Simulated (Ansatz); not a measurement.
Runs of Ansatz 0.2.0 on PtSe2 (Sudovikovite). It takes space group P-3m1 (No. 164, trigonal). The conventional cell has a = 3.724 Å, b = 3.724 Å, c = 5.062 Å, α = 90.00°, β = 90.00°, γ = 120.00°. Pt (site symmetry -3m) is surrounded by 6 Se at 2.49 Å. Around Se (site symmetry 3m) lie 3 Pt at 2.49 Å. 

```csv
task,level,potentials or basis,cell,cutoff (eV),points for each segment of the path,pressure (GPa),V0 of scaled cells (Å³/atom),B0 (GPa),largest force (eV/Å)
relaxation of cell and atoms,LDA,Ansatz PAW,relaxed,420,-,0.0,-,-,0.01
equation of state,PBEsol,PseudoDojo PBEsol stringent,as given,1415,-,-,(a),127,-
band structure,BPBE,Ansatz PAW,as given,420,14,7.2,-,-,0.60
equation of state,r2SCAN+rVV10,Ansatz PAW,as given,500,-,-,20.79,127,-
equation of state,revPBE+D3(BJ),Ansatz PAW,as given,420,-,-,20.53,(b),-
```

Alike in all rows: no spin polarisation; k mesh 8 × 8 × 5; smearing fermi-dirac 0.05 eV.

Fill in the values left out.

(a) 20.58; (b) 125.

Caveats: the cell was scaled at fixed shape and fractional positions, which overstates the stiffness of a crystal with free parameters, most of all of layers and chains (some runs); the PAW data sets come from PBE, with cores solved anew for the run's functional, which leaves a small shift of forces and pressure (some runs); the plane-wave basis is chosen anew once the cell has moved, so the energies of steps on either side of that aren't comparable (some runs); the PAW data sets were made with another functional, which shifts forces and pressure a little (some runs); the potentials were made for another functional, which shifts forces and pressure (some runs).

Runs at the PBE level aren't shown here.
